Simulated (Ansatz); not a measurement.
# NaH: a trigonal deformation path

The task here is to estimate one member of a computed series from the others.

Program: Ansatz 0.2.0. Level of theory: DFT LDA, scalar-relativistic, plane waves, PAW. These are calculated values, not measurements.

## Starting point

Symmetry: Pm-3m, No. 221, cubic system. Conventional cell: a = 2.955 Å, b = 2.955 Å, c = 2.955 Å, α = 90.00°, β = 90.00°, γ = 90.00°. Na (site symmetry m-3m) is surrounded by 8 H at 2.56 Å. H (site symmetry m-3m) has 8 Na at 2.56 Å as nearest neighbours.

As a file:

```xyz
2
Lattice="2.9551 0.0000 0.0000 0.0000 2.9551 0.0000 0.0000 0.0000 2.9551" Properties=species:S:1:pos:R:3 pbc="T T T"
Na    0.0000    0.0000    0.0000
H     1.4776    1.4776    1.4776
```

It goes back to an entry of the Materials Project, which need not be the stable form.

The cell is taken as given, not relaxed at this level.

Set-up of the first run:

At fixed volume and fractional coordinates, lengths along (0.577, 0.577, 0.577) are scaled against those across it; ρ is that ratio over its starting value.

input.yaml

```yaml
crystal:
  lattice:
    - [3.1026857772, -0.6205371554, -0.6205371554]
    - [-0.6205371554, 3.1026857772, -0.6205371554]
    - [-0.6205371554, -0.6205371554, 3.1026857772]
  atoms:
    - { symbol: Na, position: [0.0, 0.0, 0.0] }
    - { symbol: H, position: [0.5, 0.5, 0.5] }
basis:
  ecutwfc: 420
kpoints:
  mp_grid: { grid: [12, 12, 12] }
hamiltonian:
  xc: lda
scf:
  occupations: { method: gaussian, width: 0.05 }
output:
  forces: true
  stress: true
  eigenvalues: true
```

Started as:

```sh
ansatz run input.yaml --threads 1 --pin off --max-ram 1228MiB --backend cpu --events-out ev --progress --plain --runs-dir out
```

Steps of the session up to this table: At ρ = 0.500; Point ρ = 2.000; ρ = 0.710; Point ρ = 1.410; Point ρ = 0.600; At ρ = 0.850; Point ρ = 1.200; ρ = 1.700; ρ = 0.930; Point ρ = 1.080.

One of the session's tables, all rows but one given; the rest of the session is left out.

It belongs to the step «The scan collected». 

```
    ρ  ΔE (meV/atom)  pressure (GPa)  gap on the mesh (eV)
0.500          518.9            17.7                  2.10
0.600          151.2             7.2                  2.17
0.710           22.7             1.5                  1.47
0.850           -3.7            -1.4                  0.83
0.930           -1.4            -1.9                  0.64
1.000            0.0            -2.0                  0.58
1.080           -2.6            -1.9                  0.65
1.200              ?               ?                     ?
1.410          -63.7            -0.8                  1.95
1.700         -129.8            -0.2                  3.06
2.000         -157.7             0.0                  3.55
```

Estimate the missing values for ρ = 1.200.

Worked estimate for «ΔE (meV/atom)». A straight line through the neighbours (1.080, -2.6) and (1.410, -63.7) gives -2.6 + (-63.7 + 2.6) × (1.200 − 1.080) / (1.410 − 1.080) = -24.8; a parabola fitted to 4 rows on both sides gives -24.1.

As computed: ΔE (meV/atom): -17.1; pressure (GPa): -1.5; gap on the mesh (eV): 0.99. In «ΔE (meV/atom)» the line misses by -7.7 and the parabola by -7.0.
